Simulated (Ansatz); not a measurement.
Ansatz input

```yaml
crystal:
  lattice:
    - [2.0188225586, 1.1655677476, 9.7508112405]
    - [-2.0188225586, 1.1655677476, 9.7508112405]
    - [0.0, -2.3311354953, 9.7508112405]
  atoms:
    - { symbol: Sm, position: [0.0, 0.0, 1.0], spin: 6.248 }
    - { symbol: Sm, position: [0.2220341203, 0.2220341203, 0.2220341203], spin: 6.256 }
    - { symbol: Sm, position: [0.7779658797, 0.7779658797, 0.7779658797], spin: 6.256 }
hamiltonian:
  xc: rpbe
  pseudopotentials:
    kind: paw
    azcp:
      Sm: "pseudopotentials/Sm.paw.azcp"
basis:
  ecutwfc: 420
  fft_grid_basis: typed
kpoints:
  mp_grid: { grid: [12, 12, 12], shift: [0, 0, 0] }
magnetization:
  spin_polarized: true
scf:
  occupations: { method: fermi_dirac, width: 0.05 }
output:
  stress: true
```

Terminal output

```
Warning: where an SCF of this run starts from atoms to list the orders of its open shells, Sm (site 0, from 0) starts with 5.22 μB on its 4f shell and 0.78 μB on its 5d shell, in the place of the 6.25 μB that the deck gives it: its open shells can hold no more by Hund's first rule. To start from spheres of the given moment, type scf.initial_density.shell_occupations: []
Warning: where an SCF of this run starts from atoms to list the orders of its open shells, Sm (sites 1, 2, from 0) starts with 5.22 μB on its 4f shell and 0.78 μB on its 5d shell, in the place of the 6.26 μB that the deck gives it: its open shells can hold no more by Hund's first rule. To start from spheres of the given moment, type scf.initial_density.shell_occupations: []
band count auto-derived: 45 (N_el = 48.0; filled up to band 24; 41 by the electrons, moments and atoms)
Engine: ansatz 0.2.0, x86_64-unknown-linux-gnu
Pseudopotentials: kind: paw
Pseudopotential: Sm, paw, valence charge 16, recommended cutoff 420 eV (normal) 
Functional definition: RPBE
  parameter kappa = 0.804
  parameter beta = 0.06672455060314922
  exchange = rpbe_x(kappa = kappa, mu = beta*pi^2/3)
  correlation = pbe_c(beta = beta)
Crystal: 3 atoms, lattice volume = 137.666 Å³
Basis set: ecut = 420 eV, 2715 PW (Γ)
Bands: 45, of which v1, the nominal top of the filled ones, is band 24 counted from 1 (23 counted from 0)
Symmetry: 12 space group operations
Space group: R-3m (ITA 166), of the structure as read, at distance tolerance 5.2e-5 Å
Magnetic group: BNS 166.97 (UNI 1327), of the structure as read, at distance tolerance 5.2e-5 Å
k-points: 189 of 1728
Non-local potential: Sm, projectors of the file, l = 0: 3, l = 1: 2, l = 2: 2, l = 3: 3
PAW form: soft (Blöchl's): semilocal exchange-correlation on the pseudo side does not see the compensation charge
PAW frozen core: Sm, regenerated for the run's functional, and the local potential with it (the file was generated under x = pbe(κ = 0.804, μ = 0.2195149727645171), c = pbe(β = 0.06672455060314922))
PAW one-centre angular grid: Sm, 590 points (default); XC on 64 Gauss nodes
Initial density: superposition of atomic densities (chi_scale 0.1, normalization cell)
Starting moments: Σ|m| = 18.76 μB on 3 of 3 sites
Initial wavefunctions: pseudopotential atomic-orbital guess
Functional: x = rpbe, c = pbe(β = 0.06672455060314922)
iter 1 solved again at ethr=1.59e-3 eV; its pass at ethr=3.10e-3 eV (dr2=7.62e-1 eV) is discarded
SCF iter   1: F=—  HF=-24762.331876 eV  |F-HF|=—  |Δ(HF+E_count)|=         —  Δρ=3.27e-2 (↑3.27e-2 ↓8.63e-3)  dr2=7.64e-1  dr2_m=5.04e-1  M=18.727 μB ∫|m|=18.727 μB  β_m=0.30  ethr=1.59e-3  ⟨swp⟩=1.2  Hψ=79137  notcnv=0
Mixer restart at iter 1: flushing history
...
SCF 1 converged in 19 iterations: F = -24765.429173 eV  dr2 = 8.82e-8
...
SCF iter  25: F=-24765.431744 eV  HF=-24765.431744 eV  |F-HF|=1.90e-8  |Δ(HF+E_count)|=  1.56e-10  Δρ=2.92e-6 (↑2.92e-6 ↓2.38e-8)  dr2=1.86e-8  dr2_m=2.68e-9  M=20.262 μB ∫|m|=20.262 μB  ethr=1.00e-12  ⟨swp⟩=1.5  Hψ=41126  notcnv=0
SCF 2 converged in 25 iterations: F = -24765.431744 eV  dr2 = 1.86e-8
The result is that of the SCF that stage 1 started: 0.0026 eV lower in free energy than the state whose close was followed first; 19 iterations were spent on what was left
the search or the solves at the SCF's close seem to have found levels that the self-consistency loop had missed (the run counts 1). By its estimate they hold under 1e-12 electrons; where the run keeps them, the occupations were computed again with them
SCF converged after 25 iterations
Magnetization: 20.2618 μB (34.1309 up, 13.8691 down)
Absolute magnetization: 20.2618 μB (∫|ρ↑−ρ↓|, with the PAW one-centre terms)
Spin contamination: 0.0098 ħ² per cell (⟨S²⟩ above its minimum at these occupations)
Per-site moments (μB) at R_I (Å): [(6.272402032232679, 1.6517650491118017), (6.278527409653317, 1.6462333866093024), (6.278527409653318, 1.6462333866093024)]
Free energy (F): -24765.431744 eV
Harris-Foulkes:  -24765.431744 eV  (|F-HF|=1.90e-8)
Internal energy: -24765.236069 eV  (E = F + TS)
E sigma→0 (E₀):  -24765.333907 eV
Entropy (-TS):   -0.195674 eV (-65.225 meV/atom)
Fermi energy:    8.250184 eV
--- Per-component energies (eV) ---
  E_band       = -186.599302
  E_kinetic    = 988.349050
  E_local      = -5376.550670  (includes V_loc(G=0)·N_el)
  E_nonlocal   = 1221.672593
  E_hartree    = 2102.827381
  E_xc         = -521.547746
  E_vxc        = -566.299106  (∫ρ·V_xc dr)
  E_paw        = -18719.031491  (= ΣΔE_a)
  E_vpaw       = -659.425545  (= ΣTr[D̂ρ^β])
  E_aug_tail   = -0.000000  (compensation charges beyond the density's cutoff)
  E_ewald      = -4460.589866
  E_core_change = -0.365319  (= ΣΔE_core)
  E_smearing   = -0.195674  (= −TS)
  E_closure    = -0.000000  (closes the sum)
  Σ components = -24765.431744   (vs F -24765.431744, Δ=0.00e0)
--- Stress (GPa, compression-positive) ---
       -1.002562       0.000000      -0.000000
        0.000000      -1.002562      -0.000000
       -0.000000      -0.000000      -0.994066
  P = ⅓ Tr σ = -0.9997 GPa (-9.997 kbar)
--- Band table (eV; the first three rows and the last of 378) ---
  k-point 0 ↑: bands = ["-31.9999", "-31.9793", "-31.9778", "-11.6953", "-11.6908", "-11.4520", "-11.4520", "-11.4511", "-11.4511", "-11.4101", "-11.4101", "-11.3978", "4.0500", "5.8572", "5.8686", "7.8055", "7.8055", "7.8443", "7.8443", "7.8722", "7.8909", "7.8938", "7.9176", "7.9176", "7.9423", "8.0467", "8.0546", "8.0624", "8.0624", "8.0841", "8.0841", "8.0975", "8.1445", "8.1701", "8.2142", "8.2142", "8.8920", "8.9170", "9.7868", "9.7868", "9.9637", "9.9637", "10.0134", "10.2356", "10.2356"]
  k-point 1 ↑: bands = ["-31.9983", "-31.9786", "-31.9766", "-11.6992", "-11.6811", "-11.4716", "-11.4626", "-11.4581", "-11.4553", "-11.4301", "-11.4130", "-11.4013", "4.1754", "5.9034", "6.0420", "7.8043", "7.8066", "7.8400", "7.8415", "7.8699", "7.8777", "7.8796", "7.9073", "7.9187", "7.9304", "8.0358", "8.0476", "8.0598", "8.0669", "8.0763", "8.0874", "8.0985", "8.1372", "8.1765", "8.2158", "8.2194", "8.8190", "8.8712", "9.6539", "9.7257", "9.8944", "10.0837", "10.1599", "10.2035", "10.3304"]
  k-point 2 ↑: bands = ["-31.9940", "-31.9767", "-31.9738", "-11.6977", "-11.6716", "-11.5184", "-11.4961", "-11.4825", "-11.4731", "-11.4683", "-11.4211", "-11.4114", "4.5359", "6.1291", "6.4146", "7.8012", "7.8095", "7.8253", "7.8306", "7.8452", "7.8547", "7.8605", "7.8829", "7.8974", "7.9242", "8.0039", "8.0251", "8.0494", "8.0608", "8.0798", "8.0962", "8.0964", "8.1190", "8.1944", "8.2193", "8.2354", "8.6712", "8.7503", "9.3148", "9.4368", "9.9689", "10.1612", "10.3329", "10.4230", "10.4976"]
  k-point 188 ↓: bands = ["-29.2098", "-29.2081", "-29.1825", "-9.6793", "-9.3407", "-9.3389", "-9.2951", "-9.2951", "-9.2498", "-9.2498", "-9.2442", "-9.2442", "5.8704", "5.8831", "7.7778", "9.9624", "10.4953", "10.5396", "10.9673", "10.9673", "11.1623", "11.1623", "11.2696", "11.2696", "11.4513", "11.4967", "11.6217", "11.7366", "11.8106", "11.8631", "11.8631", "11.9115", "11.9115", "11.9277", "11.9277", "12.0742", "12.1305", "12.1305", "12.2537", "12.2537", "12.2735", "12.2735", "12.2841", "12.2850", "12.2918"]
```

Open f shells have many self-consistent states, so the state found may not be the lowest.
